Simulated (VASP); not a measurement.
Method: PBEsol GGA, VASP's PBE PAW potentials (set 64) (plane waves; VASP 6.6.1).

A VASP calculation is set up with these files.

KPOINTS:
```
Regular mesh
0
Gamma
  9 9 9
```

File POSCAR:
```
SrF2
1
    0.0000000000     2.8830501593     2.8830501593
    2.8830501593     0.0000000000     2.8830501593
    2.8830501593     2.8830501593     0.0000000000
Sr F
1 2
Direct
  0.0000000000   0.0000000000   0.0000000000
  0.2500000000   0.2500000000   0.2500000000
  0.7500000000   0.7500000000   0.7500000000
```

**INCAR**
```
SYSTEM=SrF2
PREC=Accurate; ENCUT=520; LREAL=.FALSE.
LASPH=.TRUE.; NBANDS=48
EDIFF=1E-7; NELM=100; ALGO=Normal
LMAXMIX=4
ISMEAR=0; SIGMA=0.01
GGA=PS
LWAVE=.FALSE.; LCHARG=.FALSE.; NEDOS=1001
LOPTICS=.TRUE.; CSHIFT=0.1
```

POTCAR, in this order: Sr_sv F (PBE.64 set). Program: vasp_std.

What VASP printed:

OUTCAR:
```
 ion  position               nearest neighbor table
   1  0.000  0.000  0.000-   2 2.50   3 2.50   3 2.50   3 2.50   3 2.50   2 2.50   2 2.50   2 2.50
  LATTYP: Found a face centered cubic cell.
 ALAT       =     5.7661003186
 Subroutine PRICEL returns:
 Original cell was already a primitive cell.
 Subroutine GETGRP returns: Found 48 space group operations
The static configuration has the point symmetry O_h .
The dynamic configuration has the point symmetry O_h .
 Subroutine INISYM returns: Found 48 space group operations
 Subroutine IBZKPT returns following result:
 Found     35 irreducible k-points:

 Following reciprocal coordinates:
            Coordinates               Weight
  0.000000  0.000000  0.000000      1.000000
  0.111111  0.000000  0.000000      8.000000
  0.222222  0.000000  0.000000      8.000000
  0.333333  0.000000  0.000000      8.000000
  0.444444  0.000000  0.000000      8.000000
  0.111111  0.111111  0.000000      6.000000
  0.222222  0.111111  0.000000     24.000000
  0.333333  0.111111  0.000000     24.000000
  0.444444  0.111111  0.000000     24.000000
 -0.444444  0.111111  0.000000     24.000000
 -0.333333  0.111111  0.000000     24.000000
 -0.222222  0.111111  0.000000     24.000000
 -0.111111  0.111111  0.000000     12.000000
  0.222222  0.222222  0.000000      6.000000
  0.333333  0.222222  0.000000     24.000000
  0.444444  0.222222  0.000000     24.000000
 -0.444444  0.222222  0.000000     24.000000
 -0.333333  0.222222  0.000000     24.000000
 -0.222222  0.222222  0.000000     12.000000
  0.333333  0.333333  0.000000      6.000000
  0.444444  0.333333  0.000000     24.000000
 -0.444444  0.333333  0.000000     24.000000
 -0.333333  0.333333  0.000000     12.000000
  0.444444  0.444444  0.000000      6.000000
 -0.444444  0.444444  0.000000     12.000000
  0.333333  0.222222  0.111111     24.000000
  0.444444  0.222222  0.111111     48.000000
 -0.444444  0.222222  0.111111     48.000000
  0.444444  0.333333  0.111111     24.000000
 -0.444444  0.333333  0.111111     48.000000
 -0.333333  0.333333  0.111111     48.000000
 -0.222222  0.333333  0.111111     24.000000
 -0.444444  0.444444  0.111111     24.000000
 -0.333333  0.444444  0.111111     24.000000
 -0.333333  0.444444  0.222222     24.000000
   k-points           NKPTS =     35   k-points in BZ     NKDIM =     35   number of bands    NBANDS=     48
   number of dos      NEDOS =   1001   number of ions     NIONS =      3
   total plane-waves  NPLWV =  27000
   dimension x,y,z NGX =    30 NGY =   30 NGZ =   30
   dimension x,y,z NGXF=    60 NGYF=   60 NGZF=   60
   ions per type =               1   2
   PREC   = accura    normal or accurate (medium, high low for compatibility)
   ISTART =      0    job   : 0-new  1-cont  2-samecut
   ICHARG =      2    charge: 1-file 2-atom 10-const
   ISPIN  =      1    spin polarized calculation?
   LNONCOLLINEAR =      F non collinear calculations
   LSORBIT =      F    spin-orbit coupling
   INIWAV =      1    electr: 0-lowe 1-rand  2-diag
   ENCUT  =  520.0 eV  38.22 Ry    6.18 a.u.   7.58  7.58  7.58*2*pi/ulx,y,z
   NELM   =    100;   NELMIN=  2; NELMDL= -5     # of ELM steps
   EDIFF  = 0.1E-06   stopping-criterion for ELM
   LREAL  =      F    real-space projection
   NLSPLINE    = F    spline interpolate recip. space projectors
   LMAXMIX     =    4 max onsite mixed and CHGCAR
   VOSKOWN=      0    Vosko Wilk Nusair interpolation
   EDIFFG = 0.1E-05   stopping-criterion for IOM
   NSW    =      0    number of steps for IOM
   NBLOCK =      1;   KBLOCK =      1    inner block; outer block
   IBRION =     -1    ionic relax: 0-MD 1-quasi-New 2-CG
   NFREE  =      0    steps in history (QN), initial steepest desc. (CG)
...
```

### OSZICAR
```
       N       E                     dE             d eps       ncg     rms          rms(c)
DAV:   1     0.143532969086E+03    0.14353E+03   -0.11273E+04  3360   0.492E+02
DAV:   2    -0.135693630741E+02   -0.15710E+03   -0.15041E+03  4000   0.168E+02
DAV:   3    -0.188326213916E+02   -0.52633E+01   -0.52100E+01  4280   0.248E+01
DAV:   4    -0.189023631839E+02   -0.69742E-01   -0.69708E-01  3912   0.262E+00
DAV:   5    -0.189028727306E+02   -0.50955E-03   -0.50954E-03  3968   0.206E-01    0.169E+01
DAV:   6    -0.176059017242E+02    0.12970E+01   -0.19348E+00  3816   0.610E+00    0.140E+01
DAV:   7    -0.175813868837E+02    0.24515E-01   -0.66879E-02  4136   0.104E+00    0.734E+00
DAV:   8    -0.175896992534E+02   -0.83124E-02   -0.33179E-02  4280   0.825E-01    0.349E-01
DAV:   9    -0.175947791658E+02   -0.50799E-02   -0.23498E-03  3896   0.184E-01    0.233E-01
DAV:  10    -0.175964022572E+02   -0.16231E-02   -0.55013E-04  3904   0.762E-02    0.440E-02
DAV:  11    -0.175965331115E+02   -0.13085E-03   -0.42629E-05  4000   0.240E-02    0.231E-02
DAV:  12    -0.175965547940E+02   -0.21683E-04   -0.87860E-06  3864   0.103E-02    0.485E-03
DAV:  13    -0.175965555146E+02   -0.72062E-06   -0.69204E-07  4088   0.281E-03    0.450E-03
DAV:  14    -0.175965554784E+02    0.36180E-07   -0.20101E-08  3688   0.635E-04
   1 F= -.17596555E+02 E0= -.17596555E+02  d E =-.224402E-51
 imaginary and real dielectric function
```

**OUTCAR**
```
------------------------ aborting loop because EDIFF is reached ----------------------------------------
  FORCE on cell =-STRESS in cart. coord.  units (eV):
  Direction    XX          YY          ZZ          XY          YZ          ZX
  --------------------------------------------------------------------------------------
  Total        0.0147311      0.0147311      0.0147311      0.0000000      0.0000000      0.0000000
  in kB        0.4924468      0.4924468      0.4924468      0.0000000      0.0000000      0.0000000
  external PRESSURE =       0.4924468 kB  Pullay stress =       0.0000000 kB
  volume of cell :       47.93
      direct lattice vectors                 reciprocal lattice vectors
     0.000000000  2.883050159  2.883050159    -0.173427437  0.173427437  0.173427437
     2.883050159  0.000000000  2.883050159     0.173427437 -0.173427437  0.173427437
     2.883050159  2.883050159  0.000000000     0.173427437  0.173427437 -0.173427437
 POSITION                                       TOTAL-FORCE (eV/Angst)
 -----------------------------------------------------------------------------------
      0.00000      0.00000      0.00000         0.000000      0.000000      0.000000
      1.44153      1.44153      1.44153        -0.000000     -0.000000     -0.000000
      4.32458      4.32458      4.32458         0.000000      0.000000      0.000000
 -----------------------------------------------------------------------------------
    total drift:                                0.000000     -0.000000      0.000000
  FREE ENERGIE OF THE ION-ELECTRON SYSTEM (eV)
  ---------------------------------------------------
  free  energy   TOTEN  =       -17.5965554784 eV

  energy  without entropy=      -17.5965554784  energy(sigma->0) =      -17.59655548

 plasma frequency squared (from intraband transitions) (eV^2)
  --------------------------------------------------------------------------------------
       0.000      -0.000      -0.000
      -0.000       0.000       0.000
      -0.000       0.000       0.000

 plasma frequency squared (from interband transitions, int dw w eps(2)(w)) (eV^2)
  --------------------------------------------------------------------------------------
     473.431       0.000       0.000       0.000       0.000      -0.000
       0.000      -0.000     473.431       0.000       0.000       0.000
       0.000       0.000       0.000      -0.000     473.431       0.000
```
(Selected blocks of OUTCAR.)

The compound is SrF2 in the fluorite structure. It was relaxed first.
